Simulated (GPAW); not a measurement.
C: band structure with LDA

The system is C.

```
C
1.0
     1.22805   -2.12706    0.00000
     1.22805    2.12706    0.00000
     0.00000    0.00000    7.17327
C
4
Direct
  0.91662 0.08338 0.75314
  0.41662 0.58338 0.24686
  0.08338 0.91662 0.24686
  0.58338 0.41662 0.75314
```

This is a stacking variant of graphite.

```yaml
Program: GPAW 26.7.0
Task: band structure
Functional: LDA
Potentials_or_basis: the program's PAW data sets (release 1.2.1) made for this functional
Cutoff: 800 eV
Basis: pw
k_mesh: 10 × 10 × 3
Occupations: fermi-dirac, width 0.05 eV
Spin: no spin polarisation
Maxiter: 150
Band_path: GMKGALHA,LM,KH
Band_points: 100
```

```json
{"Pressure": "-4.1 GPa", "Largest force": "0.019 eV/Å", "Band gap along the path": "0.02 eV"}
```

Forces in eV/Å, atoms in the order of the input:
```
C    0.000 -0.018 -0.004
C    0.000 -0.018  0.004
C    0.000  0.018  0.004
C    0.000  0.018 -0.004
```

Stress tensor (GPa, compression positive):
```
-5.31  0.00  0.00
 0.00 -5.53  0.00
 0.00  0.00 -1.53
```

Levels at the corners of the path, in eV from the valence-band top:
| point | band 6 | band 7 | band 8 | band 9 | band 10 | band 11 |
| --- | --- | --- | --- | --- | --- | --- |
| Γ | -3.00 | -3.00 | -2.98 | 3.36 | 8.34 | 8.37 |
| M | -6.41 | -2.41 | -2.41 | 1.76 | 1.76 | 7.59 |
| K | -10.63 | -0.42 | -0.15 | 0.15 | 0.50 | 9.99 |
| Γ | -3.00 | -3.00 | -2.98 | 3.36 | 8.34 | 8.37 |
| A | -3.00 | -2.99 | -2.99 | 5.43 | 5.65 | 8.37 |
| L | -6.41 | -2.37 | -2.37 | 1.62 | 1.62 | 7.59 |
| H | -10.64 | -0.02 | 0.00 | 0.02 | 0.05 | 9.90 |
| A | -3.00 | -2.99 | -2.99 | 5.43 | 5.65 | 8.37 |
| L | -6.41 | -2.37 | -2.37 | 1.62 | 1.62 | 7.59 |
| M | -6.41 | -2.41 | -2.41 | 1.76 | 1.76 | 7.59 |
| K | -10.63 | -0.42 | -0.15 | 0.15 | 0.50 | 9.99 |
| H | -10.64 | -0.02 | 0.00 | 0.02 | 0.05 | 9.90 |

Run time: 66 s on 1 thread of Intel(R) Xeon(R) Platinum 8375C CPU @ 2.90GHz (Ice Lake), on a shared host, peak memory 0.37 GiB.
